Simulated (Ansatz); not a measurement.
CaO:

```
Ca O
1.0
     0.00000    2.40356    2.40356
     2.40356    0.00000    2.40356
     2.40356    2.40356    0.00000
Ca O
1 1
Direct
  0.00000 0.00000 0.00000
  0.50000 0.50000 0.50000
```

The cell is a database's computed one.

Base run:

```yaml
Program: Ansatz 0.2.0
Functional: RPBE
Potentials_or_basis: Ansatz PAW
Cutoff: "420 eV (not typed: the program's choice for these potentials)"
k_mesh: 10 × 10 × 10
Occupations: fermi-dirac, width 0.05 eV
Spin: no spin polarisation
```

Its results: band gap on the k mesh 3.76 eV, indirect (least direct gap 4.13 eV); pressure 5.4 GPa.

Q: The run is repeated on the same cell with these changes: functional from RPBE to r2SCAN; cutoff from 420 eV (not typed: the program's choice for these potentials) to 500 eV (not typed: the program's choice for these potentials). What comes out?

A: Band gap on the k mesh 4.20 eV, indirect (least direct gap 4.58 eV); pressure -0.9 GPa.

r2SCAN gives the wider gap, since meta-GGAs in the generalised Kohn-Sham scheme recover part of the derivative discontinuity.

Caveats: the PAW data sets come from PBE, with cores solved anew for the run's functional, which leaves a small shift of forces and pressure.
